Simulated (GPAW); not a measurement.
Zn:

```
Zn
1.0
     2.67000    0.00000    0.00000
    -1.33500    2.31229    0.00000
     0.00000    0.00000    4.96600
Zn
2
Cartesian
  1.3350 0.7708 3.7245
  0.0000 1.5415 1.2415
```

Base run:

```yaml
Program: GPAW 26.7.0
Functional: LDA
Potentials_or_basis: PAW data sets generated in the run's folder for this functional
Cutoff: 600 eV
Basis: pw
k_mesh: 8 × 8 × 4
Occupations: fermi-dirac, width 0.05 eV
Spin: no spin polarisation
```

Its results: pressure -9.3 GPa.

Problem. After a change of settings the same cell gave: pressure -0.9 GPa. Which change was it?
A. functional from LDA to PBEint; band points from 80 to 60
B. functional from LDA to PBEsol; k mesh from 8 × 8 × 4 to 11 × 11 × 6
C. functional from LDA to PBE; potentials or basis from PAW data sets generated in the run's folder for this functional to GPAW PAW data sets (gpaw-data 1.2.1)
D. functional from LDA to AM05; k mesh from 8 × 8 × 4 to 11 × 11 × 6

Solution. C.

Not every run made on this cell is shown here.
